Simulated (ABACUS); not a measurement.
Crystal: Nb.

```
CELL_PARAMETERS angstrom
-1.66395 1.66395 1.66395
1.66395 -1.66395 1.66395
1.66395 1.66395 -1.66395
ATOMIC_POSITIONS crystal
Nb 0.00000 0.00000 0.00000
```

* Program: ABACUS 3.10.1
* Task: relaxation of cell and atoms
* Functional: HCTH407
* Potentials or basis: Ansatz NC PBE
* Cutoff: 1116 eV
* Density cutoff: 4463 eV
* Basis: plane waves
* k mesh: 9 × 9 × 9
* Occupations: fermi-dirac, width 0.05 eV
* Spin: no spin polarisation

At the start: pressure -7.3 GPa; volume 18.43 Å³/atom.

Question: How do energy, volume and symmetry change on relaxing?

Answer: Over 4 steps the energy falls by 18.1 meV/atom and the volume is 17.65 Å³/atom (-4.2 %); space group Im-3m (No. 229, to 0.05 Å).

Step by step:
```
step  energy change (eV)  largest force (eV/Å)  pressure (GPa)  volume (Å³)
   1              0.0000                0.0000           -7.25        18.43
   2              0.0570                0.0000           17.86        16.22
   3             -0.0181                0.0000           -0.21        17.67
   4             -0.0181                0.0000            0.01        17.65
```

Final structure:
```yaml
crystal:
  lattice:
    - [-1.64033, 1.64033, 1.64033]
    - [1.64033, -1.64033, 1.64033]
    - [1.64033, 1.64033, -1.64033]
  atoms:
    - { symbol: Nb, position: [0.00000, 0.00000, 0.00000] }
```

Caveat: the potentials were made for another functional, which shifts forces and pressure.
